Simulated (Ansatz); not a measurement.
**A point defect in TaC: C vacancy**

Aim: make a C vacancy in a supercell of 32 atoms of TaC, relax it, and find its formation energy, moment and surroundings.

Program: Ansatz 0.2.0. Level of theory: DFT PBE, scalar-relativistic, plane waves, PAW. These are calculated values, not measurements.

1 further run of the same task is left out (set aside as unsound or not needed).

**1. The starting structure**

Symmetry: Fm-3m, No. 225, cubic system. Conventional cell: a = 4.475 Å, b = 4.475 Å, c = 4.475 Å, α = 90.00°, β = 90.00°, γ = 90.00°. Ta (site symmetry m-3m) is surrounded by 6 C at 2.24 Å. Around C (site symmetry m-3m) lie 6 Ta at 2.24 Å.

Coordinates:

```xyz
2
Lattice="0.0000 2.2377 2.2377 2.2377 0.0000 2.2377 2.2377 2.2377 0.0000" Properties=species:S:1:pos:R:3 pbc="T T T"
Ta    0.0000    0.0000    0.0000
C     2.2377    2.2377    2.2377
```

It goes back to an entry of the Materials Project, which need not be the stable form.

It is the result of an earlier relaxation at this level (volume 11.20 Å³/atom; gap on the mesh: none (metal)).

**2. Host supercell without the defect**

The input, input.yaml:

```yaml
crystal:
  lattice:
    - [4.4754013011, 4.4754013011, 4.4754013011]
    - [-4.4754013011, 4.4754013011, -4.4754013011]
    - [-4.4754013011, -4.4754013011, 4.4754013011]
  atoms:
    - { symbol: Ta, position: [0.5, 0.25, 0.25] }
    - { symbol: Ta, position: [0.5, 0.0, 0.5] }
    - { symbol: Ta, position: [0.75, 0.0, 0.25] }
    - { symbol: Ta, position: [0.5, 0.75, 0.75] }
    - { symbol: Ta, position: [0.75, 0.75, 0.5] }
    - { symbol: Ta, position: [0.0, 0.75, 0.25] }
    - { symbol: Ta, position: [0.5, 0.5, 0.0] }
    - { symbol: Ta, position: [0.75, 0.5, 0.75] }
    - { symbol: Ta, position: [0.0, 0.5, 0.5] }
    - { symbol: Ta, position: [0.25, 0.5, 0.25] }
    - { symbol: Ta, position: [0.75, 0.25, 0.0] }
    - { symbol: Ta, position: [0.0, 0.25, 0.75] }
    - { symbol: Ta, position: [0.25, 0.25, 0.5] }
    - { symbol: Ta, position: [0.0, 0.0, 0.0] }
    - { symbol: Ta, position: [0.25, 0.0, 0.75] }
    - { symbol: Ta, position: [0.25, 0.75, 0.0] }
    - { symbol: C, position: [0.5, 0.0, 0.0] }
    - { symbol: C, position: [0.5, 0.75, 0.25] }
    - { symbol: C, position: [0.75, 0.75, 0.0] }
    - { symbol: C, position: [0.5, 0.5, 0.5] }
    - { symbol: C, position: [0.75, 0.5, 0.25] }
    - { symbol: C, position: [0.0, 0.5, 0.0] }
    - { symbol: C, position: [0.5, 0.25, 0.75] }
    - { symbol: C, position: [0.75, 0.25, 0.5] }
    - { symbol: C, position: [0.0, 0.25, 0.25] }
    - { symbol: C, position: [0.25, 0.25, 0.0] }
    - { symbol: C, position: [0.75, 0.0, 0.75] }
    - { symbol: C, position: [0.0, 0.0, 0.5] }
    - { symbol: C, position: [0.25, 0.0, 0.25] }
    - { symbol: C, position: [0.0, 0.75, 0.75] }
    - { symbol: C, position: [0.25, 0.75, 0.5] }
    - { symbol: C, position: [0.25, 0.5, 0.75] }
basis:
  ecutwfc: 420
  xc_grid: 2
kpoints:
  mp_grid: { grid: [4, 4, 4], shift: [0.5, 0.5, 0.5] }
hamiltonian:
  xc: pbe
scf:
  occupations: { method: gaussian, width: 0.1 }
output:
  forces: true
  stress: true
  eigenvalues: true
```

The run is started by

```sh
ansatz run input.yaml --threads 4 --pin off --max-ram 10240MiB --backend cpu --events-out ev --progress --plain --runs-dir out
```

What it wrote, cut to the lines that bear on the results:

```text
Warning: RAYON_NUM_THREADS=4 ignored (pool sized by the plan → 4); use --threads N
[...]
Pseudopotentials: kind: paw
Pseudopotential: Ta, paw, valence charge 13, recommended cutoff 420 eV (normal), Ta.paw.azcp
Pseudopotential: C, paw, valence charge 4, recommended cutoff 420 eV (normal), C.paw.azcp
Functional definition: PBE
[...]
Crystal: 32 atoms, lattice volume = 358.555 Å³
Basis set: ecut = 420 eV, 6963 PW (Γ), exchange–correlation on 108×108×108 points (8 copies of the dense FFT grid, shifted against one another)
Bands: 168, of which v1, the nominal top of the filled ones, is band 136 counted from 1 (135 counted from 0)
Symmetry: 768 space group operations
Space group: Fm-3m (ITA 225), of the structure as read, at distance tolerance 7.1e-5 Å
k-points: 6 of 64
[...]
SCF iter   1: F=—  HF=-162950.124872 eV  |F-HF|=—  |Δ(HF+E_count)|=         —  Δρ=2.15e-3  dr2=1.51e-2  ethr=1.77e-3  ⟨swp⟩=5.5  Hψ=3755  notcnv=0  defer=4
[...]
SCF iter   7: F=-162950.121933 eV  HF=-162950.121933 eV  |F-HF|=8.73e-11  |Δ(HF+E_count)|=   4.31e-8  Δρ=2.84e-7  dr2=1.61e-10  ethr=3.68e-11  ⟨swp⟩=4.0  Hψ=2684  notcnv=0
[...]
SCF converged after 7 iterations
Free energy (F): -162950.121933 eV
[...]
E sigma→0 (E₀):  -162950.070344 eV
Entropy (-TS):   -0.103178 eV (-3.224 meV/atom)
Fermi energy:    19.958008 eV
[...]
--- Forces (eV/Å), atoms counted from 1 ---
  atom   1  Ta    -0.00000000    -0.00000000    -0.00000000
  atom   2  Ta    -0.00000000    -0.00000000     0.00000000
  atom   3  Ta     0.00000000    -0.00000000    -0.00000000
  atom   4  Ta    -0.00000000     0.00000000    -0.00000000
  atom   5  Ta    -0.00000000    -0.00000000     0.00000000
  atom   6  Ta     0.00000000     0.00000000     0.00000000
  atom   7  Ta     0.00000000     0.00000000    -0.00000000
  atom   8  Ta     0.00000000     0.00000000    -0.00000000
[...]
--- Stress (GPa, compression-positive) ---
        0.072043       0.000000       0.000000
       -0.000000       0.072043      -0.000000
       -0.000000       0.000000       0.072043
  P = ⅓ Tr σ = 0.0720 GPa (0.720 kbar)
--- Band table (eV; the first three rows and the last of 6) ---
[...]
```

It took 5.3 s on 4 threads of Intel Xeon Platinum 8259CL at 2.50GHz (Skylake/Cascade Lake), shared host; peak memory 1.6 GiB.

The supercell's rows, in vectors of the relaxed cell: 1 1 1; 1 -3 1; 1 1 -3.

**3. The defect cell**

The atom at (0.500, 0.000, 0.000) of the supercell is taken out. The other atoms start on their ideal sites. Its neighbours are 6 Ta at 2.24 Å.

**4. Relaxation at the host's cell**

input.yaml, as its differences from that of step 2:

```diff
@@ -22,3 +22,2 @@
     - { symbol: Ta, position: [0.25, 0.75, 0.0] }
-    - { symbol: C, position: [0.5, 0.0, 0.0] }
     - { symbol: C, position: [0.5, 0.75, 0.25] }
@@ -49,3 +48,11 @@
   forces: true
-  stress: true
+  stress: false
   eigenvalues: true
+  write_density: true
+  write_potential: true
+  elf: true
+  volumetric_format: npy
+relax:
+  adjacent_minimum: "off"
+  f_tol: 0.025
+  max_steps: 45
```

The run is started by

```sh
ansatz run input.yaml --threads 4 --pin off --max-ram 10240MiB --backend cpu --events-out ev --progress --plain --runs-dir out
```

What it wrote, cut to the lines that bear on the results:

```text
Warning: RAYON_NUM_THREADS=4 ignored (pool sized by the plan → 4); use --threads N
[...]
[... 4 set-up lines as earlier in the session ...]
[...]
Crystal: 31 atoms, lattice volume = 358.555 Å³
Basis set: ecut = 420 eV, 6963 PW (Γ), exchange–correlation on 108×108×108 points (8 copies of the dense FFT grid, shifted against one another)
Bands: 165, of which v1, the nominal top of the filled ones, is band 134 counted from 1 (133 counted from 0)
Symmetry: 48 space group operations
Space group: Im-3m (ITA 229), of the structure as read, at distance tolerance 7.1e-5 Å
k-points: 6 of 64
[...]
SCF iter   1: F=—  HF=-162698.892841 eV  |F-HF|=—  |Δ(HF+E_count)|=         —  Δρ=5.24e-3  dr2=3.11e-1  ethr=1.77e-3  ⟨swp⟩=5.7  Hψ=3729  notcnv=0  defer=1
[...]
relax step   3: F+E_penalty+E_count = -162698.86301050 eV  Δ(F+E_penalty+E_count) = -1.412e-3 eV  max|allowed force component| = 1.022e-2 eV/Å  Δτ_max = 0.0042 Å  (6 SCF iters, accepted)
SCF converged after 6 iterations
Free energy (F): -162698.863010 eV
[...]
E sigma→0 (E₀):  -162698.843463 eV
Entropy (-TS):   -0.039094 eV (-1.261 meV/atom)
Fermi energy:    19.397116 eV
[...]
--- Forces (eV/Å), atoms counted from 1 ---
  atom   1  Ta    -0.01022082    -0.00000000    -0.00000000
  atom   2  Ta    -0.00000000     0.00000000    -0.00000000
  atom   3  Ta     0.00000000    -0.00000000     0.01022082
  atom   4  Ta     0.01022082    -0.00000000    -0.00000000
  atom   5  Ta     0.00000000    -0.00000000    -0.00000000
  atom   6  Ta    -0.00000000     0.00000000     0.00000000
  atom   7  Ta    -0.00000000    -0.00000000     0.00000000
  atom   8  Ta     0.00000000     0.00000000    -0.00000000
[...]
--- Band table (eV; the first three rows and the last of 6) ---
```

**5. More of the same log: C vacancy (site b), charge +0, atoms relaxed at the host's cell**

The log, continued, cut to the lines that bear on the results:

```text
[...]
--- Relaxed structure (3 steps of the walk, 3 accepted, 0 SCFs on fresh bases) ---
  F+E_penalty+E_count = -162698.86301050 eV   max|allowed force component| = 1.022e-2 eV/Å
  atoms:
    - { symbol: Ta, position: [0.5, 0.25265057379418304, 0.25265057379418304] }
    - { symbol: Ta, position: [0.5, 1.484807650164019e-20, 0.5] }
    - { symbol: Ta, position: [0.752650573794183, 0.0, 0.252650573794183] }
    - { symbol: Ta, position: [0.5, 0.7473494262058169, 0.7473494262058169] }
    - { symbol: Ta, position: [0.75, 0.75, 0.5] }
    - { symbol: Ta, position: [0.0, 0.75, 0.25] }
    - { symbol: Ta, position: [0.5, 0.5, 3.4385019266956216e-20] }
    - { symbol: Ta, position: [0.75, 0.5, 0.75] }
    - { symbol: Ta, position: [2.735171987144245e-20, 0.5, 0.5] }
    - { symbol: Ta, position: [0.25, 0.5, 0.25] }
    - { symbol: Ta, position: [0.752650573794183, 0.252650573794183, 0.0] }
[...]
    - { symbol: C, position: [0.5, 0.5, 0.5] }
    - { symbol: C, position: [0.7502366553841394, 0.5004733107682788, 0.25023665538413936] }
    - { symbol: C, position: [0.0, 0.5, 0.0] }
    - { symbol: C, position: [0.49999999999999983, 0.25023665538413936, 0.7497633446158605] }
    - { symbol: C, position: [0.7502366553841394, 0.25023665538413936, 0.5004733107682788] }
    - { symbol: C, position: [0.0004733107682787595, 0.25023665538413936, 0.25023665538413936] }
    - { symbol: C, position: [0.2497633446158606, 0.25023665538413936, 1.0842021724855044e-19] }
    - { symbol: C, position: [0.7502366553841394, 5.421010862427522e-20, 0.7497633446158606] }
    - { symbol: C, position: [0.0, 0.0, 0.5] }
    - { symbol: C, position: [0.2497633446158606, 0.0, 0.25023665538413936] }
    - { symbol: C, position: [-0.0004733107682787592, 0.7497633446158606, 0.7497633446158606] }
    - { symbol: C, position: [0.2497633446158606, 0.7497633446158605, 0.4995266892317211] }
    - { symbol: C, position: [0.2497633446158606, 0.4995266892317211, 0.7497633446158605] }
```

Run time: 19 s. Hardware: 4 threads of Intel Xeon Platinum 8259CL at 2.50GHz (Skylake/Cascade Lake), shared host; peak memory 1.6 GiB.

The steps of the relaxation:

| step | energy from step 1 (eV/cell) | largest force component (eV/Å) |
| --- | --- | --- |
| 1 | 0.0000 | 0.2123 |
| 2 | -0.0154 | 0.0365 |
| 3 | -0.0168 | 0.0102 |

Step 1 is the start.

The largest move, 0.02 Å, is shared by several atoms, Ta11 among them.

For the maps the cell is shifted so that the defect's site lies at its middle.

Density in a lattice plane of the grid's cell (edges 7.75 and 7.75 Å, at 0.513 of the third edge), which holds Ta and C.

Ten even steps from '0' (0.12 e/Å³) to '9' (4.49 e/Å³):
```
220000000169961000000122
100000000123200000011111
000001121000000003674100
000012332100000038997200
000023331000000169895100
000122210000000158851000
011011100000000012210000
564100000000000000000003
997100000000000000000038
795100000000000000000169
961000000000000000000169
210000010000000000000123
000002563100000001121000
000038996100000012332100
000179795100000023331000
000269961000000122221000
000123210000011011100000
121100000002564100000001
332100000039997200000012
331000000169795100000023
```
Columns run along the first of these edges and rows up along the second, over one cell in 24 and 20 even steps from the bottom left corner. Atoms in the plane (fractional): Ta at (0.50, 0.01), Ta at (0.75, 0.77), Ta at (1.00, 0.51), Ta at (0.25, 0.26), C at (0.75, 0.26), C at (0.00, 0.01), C at (0.25, 0.76).

ELF in the same plane.

Ten even steps from '0' (0.02) to '9' (0.77):
```
899532332488894122124898
985346885246521321232479
533479999621122216997335
224798359852222278359512
225994059853331495068312
124898899644542498884122
232479985445652256521321
887335544455543222122226
469412345555445554322178
068212345654445654321395
884122233344555544432388
522321232235655446785246
122225897324554579999621
222178469424434798359952
221494068323335894059852
332488884122124898899632
775356521321122489985335
999621123226897335543479
359952222278469412223798
059842221494068312225993
```
Columns run along the first of these edges and rows up along the second, over one cell in 24 and 20 even steps from the bottom left corner. Atoms in the plane (fractional): Ta at (0.50, 0.01), Ta at (0.75, 0.77), Ta at (1.00, 0.51), Ta at (0.25, 0.26), C at (0.75, 0.26), C at (0.00, 0.01), C at (0.25, 0.76).

Both are smooth fields of the valence electrons: close to the nuclei they are not physical.

The highest ELF values outside the cores: 0.79 in the shell around C, 0.7 Å from C; 0.50 between the atoms, 1.9 Å from Ta.

**6. Formation energy and levels**

| charge | E(defect cell) - E(host) (eV) | formation energy (eV) | moment over the host's (μB) | largest move (Å) | neighbours |
| --- | --- | --- | --- | --- | --- |
| 0 | 251.227 | 0.28 | 0.00 | 0.02 | 6 Ta at 2.26 Å |

Atoms are taken from and returned to the elements' standard states: C -250.944 eV an atom at this level.

**7. Summary of results**

```
                                                  quantity           value
                                 formation energy, neutral         0.28 eV
nearest atoms after relaxation, one image of each, neutral  6 Ta at 2.26 Å
```

Forming the neutral defect takes 0.28 eV with the elements as reservoirs. With elemental C as the reservoir this is the highest cost; C-poor conditions lower it. Spin polarisation was off in the neutral run, so a moment could not show there. A cell of 32 sites leaves finite-size errors of tenths of an eV, or more where the defect fills or empties host bands. A distortion of lower symmetry was not tried. Spin-orbit coupling is left out for Ta.
